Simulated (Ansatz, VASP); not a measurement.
MgS in VASP and in Ansatz

```
Mg S
1.0
     6.98606    0.00000    0.00000
     0.00000    6.98606    0.00000
     0.00000    0.00000    6.98606
Mg S
8 8
Direct
  0.84221 0.65779 0.34221
  0.15779 0.34221 0.65779
  0.34221 0.65779 0.15779
  0.84221 0.84221 0.84221
  0.65779 0.15779 0.34221
  0.65779 0.34221 0.84221
  0.15779 0.15779 0.15779
  0.34221 0.84221 0.65779
  0.14313 0.85687 0.35687
  0.64313 0.64313 0.64313
  0.85687 0.35687 0.14313
  0.35687 0.14313 0.85687
  0.64313 0.85687 0.14313
  0.85687 0.14313 0.64313
  0.35687 0.35687 0.35687
  0.14313 0.64313 0.85687
```

Alike in both runs: task single point; functional PBE; k mesh 2 × 2 × 2; occupations gaussian, width 0.1 eV; no spin polarisation.

```csv
,VASP,Ansatz
version,VASP 6.6.1,Ansatz 0.2.0
potentials or method,"VASP PAW PBE potentials, release 64 (Mg, S)","scalar-relativistic, plane waves, PAW"
plane-wave cutoff (eV),520,420
valence electrons in the cell,64,128
```

VASP gave:

* gap on the k mesh at the Fermi level (eV): 2.46
* least direct gap on the mesh (eV): 2.46
* pressure (GPa): -0.2
* rms of the force components (eV/Å): 0.007

**Question.** What did Ansatz give for the same quantities?

**Answer.** gap on the k mesh at the Fermi level (eV): 2.47; least direct gap on the mesh (eV): 2.47; pressure (GPa): -0.1; rms of the force components (eV/Å): 0.005.

Atom by atom the forces differ by 0.003 eV/Å (rms over components). The functional is the same, so the differences come from potentials, cutoffs and numerics. The two sets of potentials don't hold the same shells in valence.

Caveats: the k mesh is coarse (spacing up to 0.45 Å⁻¹), so the values aren't converged.
